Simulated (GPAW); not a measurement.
Crystal: LiCl.

```
Cl Li
1.0
     0.00000    2.56477    2.56477
     2.56477    0.00000    2.56477
     2.56477    2.56477    0.00000
Cl Li
1 1
Cartesian
  2.5648 2.5648 2.5648
  0.0000 0.0000 0.0000
```

Program: GPAW 26.7.0. Alike in all runs: task single point; no spin polarisation; cell as given; smearing fermi-dirac 0.05 eV.

Q: Order these runs on this cell by their pressure, lowest first.
A. level LDA; potentials or basis the program's PAW data sets (release 1.2.1) made for this functional, pw; k mesh 7 × 7 × 7; cutoff (eV) 600; maxiter 120; convergence default
B. level PBE; potentials or basis GPAW PAW data sets (gpaw-data 1.2.1), pw; k mesh 7 × 7 × 7; cutoff (eV) 600; maxiter 120; convergence default
C. level PBEsol; potentials or basis PAW data sets generated in the run's folder for this functional, pw; k mesh 9 × 9 × 9; cutoff (eV) 800; maxiter 150

A: A (-2.9 GPa), C (-1.2 GPa), B (0.4 GPa).

Caveats: the cutoff is short for stress and forces, so pressures can be off by a GPa or more (some runs).
